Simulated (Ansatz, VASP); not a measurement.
## Si2Ni: VASP beside Ansatz

INCAR

```
PREC = Accurate ; ENCUT = 520
EDIFF = 1E-7 ; ISMEAR = 0
SIGMA = 0.05 ; LREAL = False
LASPH = True ; NELM = 150
ALGO = Normal ; ISIF = 2
LWAVE = False ; LCHARG = False
ISPIN = 2 ; MAGMOM = 0 0 0.05
LORBIT = 11 ; LMAXMIX = 4
GGA = RE ; NBANDS = 20
```

The input KPOINTS:

```
Automatic mesh
0
Gamma
  8 8 8
```

File POSCAR:

```
Si2Ni
1.0
    0.0000000000      2.7521214981      2.7521214981
    2.7521214981      0.0000000000      2.7521214981
    2.7521214981      2.7521214981      0.0000000000
Si Ni
2 1
Direct
    0.2500000000      0.2500000000      0.2500000000
    0.7500000000      0.7500000000      0.7500000000
    0.0000000000      0.0000000000      0.0000000000
```

Input for Ansatz:

```yaml
crystal:
  lattice:
    - [0.0, 2.7521214981, 2.7521214981]
    - [2.7521214981, 0.0, 2.7521214981]
    - [2.7521214981, 2.7521214981, 0.0]
  atoms:
    - { symbol: Si, position: [0.25, 0.25, 0.25] }
    - { symbol: Si, position: [0.75, 0.75, 0.75] }
    - { symbol: Ni, position: [0.0, 0.0, 0.0], spin: 0.05 }
basis:
  ecutwfc: 420
  ecutrho_ratio: 4
kpoints:
  mp_grid: { grid: [8, 8, 8] }
hamiltonian:
  xc: revpbe
scf:
  occupations: { method: gaussian, width: 0.05 }
output:
  forces: true
  stress: true
  eigenvalues: true
  populations: true
magnetization:
  spin_polarized: true
```

Alike in both runs: task single point; functional revPBE; k mesh 8 × 8 × 8; occupations gaussian, width 0.05 eV; collinear spin.

```csv
,VASP,Ansatz
version,VASP 6.6.1,Ansatz 0.2.0
potentials or method,"VASP PAW PBE potentials, release 64 (Si, Ni)","scalar-relativistic, plane waves, PAW"
plane-wave cutoff (eV),520,420
valence electrons in the cell,18,26
```

```csv
,VASP,Ansatz,Ansatz less VASP
gap on the k mesh at the Fermi level (eV),none,none,-
pressure (GPa),-2.3,-2.3,+0.02
net moment per atom (μB),0.00,0.00,0.000
```

A gap of «none» marks a metal or a gap that the smearing closes. The functional is the same, so the differences come from potentials, cutoffs and numerics. The two sets of potentials don't hold the same shells in valence. Ansatz warned: «seeded_moment_not_kept».

Caveats: the PAW data sets were made with another functional, which shifts forces and pressure a little (VASP).
